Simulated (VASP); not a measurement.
# AlP (F-43m) in VASP: single point with LDA

Aim: the single point of AlP with LDA.

Program: VASP 6.6.1. These are calculated values, not measurements. Logs are shortened: lines on timing, memory, paths and dates and some standing lists are left out, and cuts for length are marked.

**What was measured.**

From a printed reference work, data compilation, for a bulk crystal of AlP at 4.2 K: band gap 2.505 eV (indirect).

How close the calculation comes is told below.

## 1. The cell of the first run

The structure is cubic, space group F-43m (No. 216). The conventional cell has a = 5.451 Å, b = 5.451 Å, c = 5.451 Å, α = 90.00°, β = 90.00°, γ = 90.00°. Within 3.1 Å of Al (site symmetry -43m) lie 4 P at 2.36 Å. Within 3.1 Å of P (site symmetry -43m) lie 4 Al at 2.36 Å.

## 2. Single point, LDA

The input, INCAR:

```
SYSTEM = AlP
ALGO = Normal ; EDIFF = 1E-6
ENCUT = 500 ; GGA = CA
GGA_COMPAT = .False. ; ISIF = 2
ISMEAR = 0 ; LASPH = .True.
LCHARG = .False. ; LREAL = .False.
LWAVE = .False. ; NBANDS = 11
NELM = 120 ; PREC = Accurate
SIGMA = 0.01
```

The input, KPOINTS:

```
k-points
0
Gamma
  5 5 5
  0 0 0
```

The input, POSCAR:

```
AlP
1.0
    3.8544390000      0.0000000000      0.0000000000
    1.9272195000      3.3380420913      0.0000000000
    1.9272195000      1.1126806971      3.1471362649
Al P
1 1
Direct
    0.0000000000      0.0000000000      0.0000000000
    0.2500000000      0.2500000000      0.2500000000
```

Potentials or basis: VASP PAW LDA potentials, release 64 (Al, P).

Run with:

```sh
$ cat potpaw_LDA.64/Al/POTCAR potpaw_LDA.64/P/POTCAR > POTCAR
$ mpirun -np 1 vasp_std > vasp.out
```

OUTCAR:

```text
SYSTEM = AlP
   EDIFF = 1E-6
   ENCUT = 500
   GGA = CA
   ISIF = 2
   ISMEAR = 0
   LASPH = .True.
   LREAL = .False.
   NELM = 120
   PREC = Accurate

 ion  position               nearest neighbor table
   1  0.000  0.000  0.000-   2 2.36   2 2.36   2 2.36   2 2.36
   2  0.250  0.250  0.250-   1 2.36   1 2.36   1 2.36   1 2.36

  LATTYP: Found a face centered cubic cell.
 ALAT       =     5.4509999091

  Lattice vectors:

 A1 = (   3.8544390000,   0.0000000000,   0.0000000000)
 A2 = (   1.9272195000,   3.3380420913,   0.0000000000)
 A3 = (   1.9272195000,   1.1126806971,   3.1471362649)

Analysis of symmetry for initial positions (statically):
=====================================================================
 Subroutine PRICEL returns:
 Original cell was already a primitive cell.

 Routine SETGRP: Setting up the symmetry group for a
 face centered cubic supercell.

 Subroutine GETGRP returns: Found 24 space group operations
 (whereof 24 operations were pure point group operations)
 out of a pool of 48 trial point group operations.

The static configuration has the point symmetry T_d .

Analysis of symmetry for dynamics (positions and initial velocities):
=====================================================================
 Subroutine PRICEL returns:
 Original cell was already a primitive cell.

 Routine SETGRP: Setting up the symmetry group for a
 face centered cubic supercell.

 Subroutine GETGRP returns: Found 24 space group operations
 (whereof 24 operations were pure point group operations)
 out of a pool of 48 trial point group operations.

The dynamic configuration has the point symmetry T_d .

 Subroutine INISYM returns: Found 24 space group operations
 (whereof 24 operations are pure point group operations),
 and found     1 'primitive' translations

----------------------------------------------------------------------------------------

                                     Primitive cell

  volume of cell :      40.4919

  direct lattice vectors                    reciprocal lattice vectors
     3.854439000  0.000000000  0.000000000     0.259441127 -0.149788405 -0.105916397
     1.927219500  3.338042091  0.000000000     0.000000000  0.299576810 -0.105916397
     1.927219500  1.112680697  3.147136265     0.000000000  0.000000000  0.317749190

  length of vectors
     3.854439000  3.854439000  3.854439000     0.317749190  0.317749190  0.317749190

  position of ions in fractional coordinates (direct lattice)
     0.000000000  0.000000000  0.000000000
     0.250000000  0.250000000  0.250000000

  ion indices of the primitive-cell ions
   primitive index   ion index
                 1           1
                 2           2

----------------------------------------------------------------------------------------

 KPOINTS: k-points

Automatic generation of k-mesh.
 Grid dimensions read from file:
 generate k-points for:    5    5    5

 Generating k-lattice:

  Cartesian coordinates                     Fractional coordinates (reciprocal lattice)
     0.051888225 -0.029957681 -0.021183279     0.200000000  0.000000000  0.000000000
     0.000000000  0.059915362 -0.021183279     0.000000000  0.200000000  0.000000000
     0.000000000  0.000000000  0.063549838     0.000000000  0.000000000  0.200000000

  Length of vectors
     0.063549838  0.063549838  0.063549838

  Shift w.r.t. Gamma in fractional coordinates (k-lattice)
     0.000000000  0.000000000  0.000000000

 Subroutine IBZKPT returns following result:
 ===========================================

 Found     10 irreducible k-points:

 Following reciprocal coordinates:
            Coordinates               Weight
  0.000000  0.000000  0.000000      1.000000
  0.200000 -0.000000  0.000000      8.000000
  0.400000  0.000000  0.000000      8.000000
  0.200000  0.200000  0.000000      6.000000
  0.400000  0.200000  0.000000     24.000000
 -0.400000  0.200000  0.000000     24.000000
 -0.200000  0.200000 -0.000000     12.000000
  0.400000  0.400000  0.000000      6.000000
 -0.400000  0.400000 -0.000000     12.000000
 -0.400000  0.400000  0.200000     24.000000
   k-points           NKPTS =     10   k-points in BZ     NKDIM =     10   number of bands    NBANDS=     11
   number of dos      NEDOS =    301   number of ions     NIONS =      2
   total plane-waves  NPLWV =  21952
   dimension x,y,z NGX =    28 NGY =   28 NGZ =   28
   dimension x,y,z NGXF=    56 NGYF=   56 NGZF=   56
   ions per type =               1   1
   NGX,Y,Z   is equivalent  to a cutoff of  12.08, 12.08, 12.08 a.u.
   NGXF,Y,Z  is equivalent  to a cutoff of  24.15, 24.15, 24.15 a.u.
 SYSTEM =  AlP
   PREC   = accura    normal or accurate (medium, high low for compatibility)
   ISTART =      0    job   : 0-new  1-cont  2-samecut
   ICHARG =      2    charge: 1-file 2-atom 10-const
   ISPIN  =      1    spin polarized calculation?
   LNONCOLLINEAR =      F non collinear calculations
   LSORBIT =      F    spin-orbit coupling
   LASPH  =      T    aspherical Exc in radial PAW
   ENCUT  =  500.0 eV  36.75 Ry    6.06 a.u.   7.03  7.03  7.03*2*pi/ulx,y,z
   NELM   =    120;   NELMIN=  2; NELMDL= -5     # of ELM steps
   EDIFF  = 0.1E-05   stopping-criterion for ELM
   LREAL  =      F    real-space projection
   EDIFFG = 0.1E-04   stopping-criterion for IOM
   NSW    =      0    number of steps for IOM
   IBRION =     -1    ionic relax: 0-MD 1-quasi-New 2-CG
   NFREE  =      0    steps in history (QN), initial steepest desc. (CG)
   ISIF   =      2    stress and relaxation
   ISYM   =      2    0-nonsym 1-usesym 2-fastsym
   POTIM  = 0.5000    time-step for ionic-motion
   TEBEG  =    0.0;   TEEND  =   0.0 temperature during run
   PSTRESS=    0.0 pullay stress
   NELECT =       8.0000    total number of electrons
   NUPDOWN=      -1.0000    fix difference up-down
   EMIN   =  10.00;   EMAX   =-10.00  energy-range for DOS
   EFERMI =   0.00;   METHOD = LEGACY
   ISMEAR =     0;   SIGMA  =   0.01  broadening in eV -4-tet -1-fermi 0-gaus
   EFERMI_NEDOS =   21; number of points for ismear=-14 and -15
   IALGO  =     38    algorithm
   IMIX   =      4    mixing-type and parameters
     AMIX     =   0.40;   BMIX     =  1.00
     AMIX_MAG =   1.60;   BMIX_MAG =  1.00
  volume/ion in A,a.u.               =      20.25       136.63
  Fermi-wavevector in a.u.,A,eV,Ry     =   0.953488  1.801831 12.369597  0.909140
  Thomas-Fermi vector in A             =   2.082148
   LORBIT       =      0    0 simple, 1 ext, 2 COOP (PROOUT), +10 PAW based schemes
   GGA     = CA    functional components
   LHFCALC =     F    Hartree Fock is set to
   AEXX    =    0.0000 exact exchange contribution
   IVDW    =     0    specifies the selected vdW correction
   LEPSILON=     F    determine dielectric tensor
   LRPA    =     F    only Hartree local field effects (RPA)
 non-spin polarized calculation
 Gauss-broadening in eV      SIGMA  =   0.01
  energy-cutoff  :      500.00
  volume of cell :       40.49
 maximum number of plane-waves:      1032
   NGX = 13   NGY = 13   NGZ = 13

 number of electron       8.0000000 magnetization

 Free energy of the ion-electron system (eV)
  ---------------------------------------------------
  ext. energy  EPLUGINS =         0.00000000
  ---------------------------------------------------
  free energy    TOTEN  =       -11.38200996 eV

  energy without entropy =      -11.38200996  energy(sigma->0) =      -11.38200996

 E-fermi :   4.5675     XC(G=0):  -9.4643

 val. band max:        4.5104838651   @ k =   0.0000   0.0000   0.0000
 cond. band min:       6.1801802813   @ k =   0.4000   0.4000   0.0000
 fundamental gap:      1.6696964162
 Fermi energy:         4.5674746135

 k-point     1 :       0.0000    0.0000    0.0000
  band No.  band energies     occupation
      1      -7.0261      2.00000
      2       4.5105      2.00000
      3       4.5105      2.00000
      4       4.5105      2.00000
      5       7.6663      0.00000
      6       8.9792      0.00000
      7       8.9792      0.00000
      8       8.9792      0.00000
      9      13.3201      0.00000
     10      13.3201      0.00000
     11      14.5145      0.00000

 k-point     2 :       0.2000   -0.0000    0.0000
  band No.  band energies     occupation
      1      -6.5891      2.00000
      2       2.0696      2.00000
      3       4.1819      2.00000
      4       4.1819      2.00000
      5       7.8941      0.00000
      6       9.5123      0.00000
      7       9.5123      0.00000
      8      10.5638      0.00000
      9      12.6120      0.00000
     10      12.6120      0.00000
     11      14.9371      0.00000

 k-point     3 :       0.4000    0.0000    0.0000
  band No.  band energies     occupation
      1      -5.5722      2.00000
      2      -0.6205      2.00000
      3       3.7930      2.00000
      4       3.7930      2.00000
      5       7.2752      0.00000
      6       9.3289      0.00000
      7       9.3289      0.00000
      8      12.5563      0.00000
      9      14.5632      0.00000
     10      14.5632      0.00000
     11      15.2254      0.00000

 k-point     4 :       0.2000    0.2000    0.0000
  band No.  band energies     occupation
      1      -6.4408      2.00000
      2       2.3024      2.00000
      3       3.5225      2.00000
      4       3.5225      2.00000
      5       7.6774      0.00000
      6       8.9840      0.00000
      7      10.7564      0.00000
      8      10.7564      0.00000
      9      11.6613      0.00000
     10      14.0797      0.00000
     11      16.9911      0.00000
[... 43 lines left out ...]
 k-point     8 :       0.4000    0.4000    0.0000
  band No.  band energies     occupation
      1      -5.0277      2.00000
      2      -0.3188      2.00000
      3       2.5147      2.00000
      4       2.5147      2.00000
      5       6.1802      0.00000
      6       7.0833      0.00000
      7      14.0296      0.00000
      8      14.0296      0.00000
      9      15.2979      0.00000
     10      16.2989      0.00000
     11      18.0139      0.00000

 k-point     9 :      -0.4000    0.4000   -0.0000
  band No.  band energies     occupation
      1      -4.6345      2.00000
      2      -0.6621      2.00000
      3       1.2628      2.00000
      4       2.6202      2.00000
      5       6.5919      0.00000
      6       8.6740      0.00000
      7      13.4712      0.00000
      8      13.7710      0.00000
      9      14.1551      0.00000
     10      14.8233      0.00000
     11      18.9734      0.00000

 k-point    10 :      -0.4000    0.4000    0.2000
  band No.  band energies     occupation
      1      -4.8350      2.00000
      2      -0.3644      2.00000
      3       1.3460      2.00000
      4       2.2835      2.00000
      5       8.3961      0.00000
      6       9.5341      0.00000
      7      10.0917      0.00000
      8      13.0695      0.00000
      9      14.0076      0.00000
     10      15.6470      0.00000
     11      18.5583      0.00000

------------------------ aborting loop because EDIFF is reached ----------------------------------------

  FORCE on cell =-STRESS in cart. coord.  units (eV):
  Direction    XX          YY          ZZ          XY          YZ          ZX
  --------------------------------------------------------------------------------------
  -------------------------------------------------------------------------------------
  Total       -0.1667689     -0.1667689     -0.1667689     -0.0000000      0.0000000     -0.0000000
  in kB       -6.5986796     -6.5986796     -6.5986796     -0.0000000      0.0000000     -0.0000000
  external PRESSURE =      -6.5986796 kB  Pullay stress =       0.0000000 kB

 VOLUME and BASIS-vectors are now :
 -----------------------------------------------------------------------------
  energy-cutoff  :      500.00
  volume of cell :       40.49
      direct lattice vectors                 reciprocal lattice vectors
     3.854439000  0.000000000  0.000000000     0.259441127 -0.149788405 -0.105916397
     1.927219500  3.338042091  0.000000000     0.000000000  0.299576810 -0.105916397
     1.927219500  1.112680697  3.147136265     0.000000000  0.000000000  0.317749190

 POSITION                                       TOTAL-FORCE (eV/Angst)
 -----------------------------------------------------------------------------------
      0.00000      0.00000      0.00000        -0.000000      0.000000      0.000000
      1.92722      1.11268      0.78678         0.000000     -0.000000     -0.000000
 -----------------------------------------------------------------------------------
    total drift:                               -0.000000     -0.000000     -0.000000

  FREE ENERGIE OF THE ION-ELECTRON SYSTEM (eV)
  ---------------------------------------------------
  free  energy   TOTEN  =       -11.3820099565 eV

  energy  without entropy=      -11.3820099565  energy(sigma->0) =      -11.38200996
```

Wall time 2.7 s (1 thread of Intel Xeon 6975P-C (Granite Rapids), shared host); peak memory 0.12 GiB.

What came out:

* Free energy: -11.3820 eV
* Pressure: -0.7 GPa
* Band gap on the k mesh: 1.67 eV, indirect (least direct gap 3.16 eV)

## 3. Comparison with measurements

Step 2. Against the measured gap of AlP, 2.505 eV (indirect; 4.2 K; a printed reference work, data compilation), the calculated 1.67 eV is off by -0.84 eV. The value is that of LDA on a finite k mesh, which can miss the band edges, without temperature or zero-point motion. Semilocal functionals fall short of measured gaps as a rule.
